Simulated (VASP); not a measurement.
## Li: single point with PBEsol

Li:

```
Li
1.0
     0.00000    2.20200    2.20200
     2.20200    0.00000    2.20200
     2.20200    2.20200    0.00000
Li
1
Direct
  0.00000 0.00000 0.00000
```

This isn't the form of Li at room conditions, which is bcc.

- Program: VASP 6.6.1
- Task: single point
- Functional: PBEsol
- Potentials or basis: VASP PAW PBE potentials, release 64 (Li_sv)
- Cutoff: 520 eV
- k mesh: 18 × 18 × 18
- Occupations: gaussian, width 0.15 eV
- Spin: no spin polarisation
- Dipole correction: no
- Further INCAR settings: ALGO = Normal; EDIFF = 1e-06; NBANDS = 8

```
Band gap on the k mesh : none (metal or under the smearing width)
```

Levels at points of the mesh, in eV from the Fermi level:
| k point | band 1 | band 2 | band 3 | band 4 | band 5 |
| --- | --- | --- | --- | --- | --- |
| (0.00, 0.00, 0.00) | -46.01 | -3.50 | 13.85 | 13.85 | 13.85 |
| (0.50, 0.00, 0.00) | -46.00 | 0.00 | 2.76 | 12.19 | 12.19 |
| (0.50, 0.50, 0.00) | -45.99 | 1.48 | 4.52 | 8.15 | 8.15 |

Wall time 9.3 s on 1 thread of Intel(R) Xeon(R) Platinum 8488C (Sapphire Rapids) (shared host), peak memory 0.14 GiB.
